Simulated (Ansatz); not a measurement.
This TiC₁₂ structure is the end of a relaxation. The cell was found from a structure generator's guess, not taken from experiment.

All numbers below come from DFT PBE+D3(BJ), scalar-relativistic, plane waves, PAW in Ansatz. Cutoff 420 eV, Γ-centred mesh, Gaussian smearing, collinear spin.

```
Ti C
1.0
     4.30685    0.00000    0.00000
    -2.15342    3.72984    0.00000
     0.00000    0.00000    7.02718
Ti C
1 12
Direct
  0.00000 0.00000 0.00000
  0.00000 0.66759 0.73544
  0.66759 0.00000 0.73544
  0.33241 0.33241 0.73544
  0.66759 0.66759 0.73544
  0.33241 0.00000 0.73544
  0.00000 0.33241 0.73544
  0.00000 0.66759 0.26456
  0.66759 0.00000 0.26456
  0.33241 0.33241 0.26456
  0.66759 0.66759 0.26456
  0.33241 0.00000 0.26456
  0.00000 0.33241 0.26456
```

The zero of energy is the elements' standard structures at the same level; no fitted shifts are applied.

Question: What space group does it have?

Answer: P6/mmm (No. 191). Conventional cell: a = 4.307 Å, c = 7.027 Å. Ti has 12 C at 2.35 Å; C is surrounded by 3 C at 1.43–1.44 Å and 1 Ti at 2.35 Å.

Question: What is its formation energy per atom?

Answer: +0.13 eV/atom. The separate elements lie lower, so it is unstable against them.

Question: Is it a metal?

Answer: Yes, bands cross the Fermi level on the 12×12×6 mesh.

Question: Which magnetic moments does it keep?

Answer: 0.09 μB per atom net, the space between the atoms included; by site: Ti 0.8 μB.

The last run used collinear spin, a 12×12×6 mesh (in the run's order of axes) for its 13-atom cell and Gaussian smearing of 0.10 eV. The magnetic state reached may not be the lowest. Symmetry constrained the relaxation, so the result can be a saddle point.
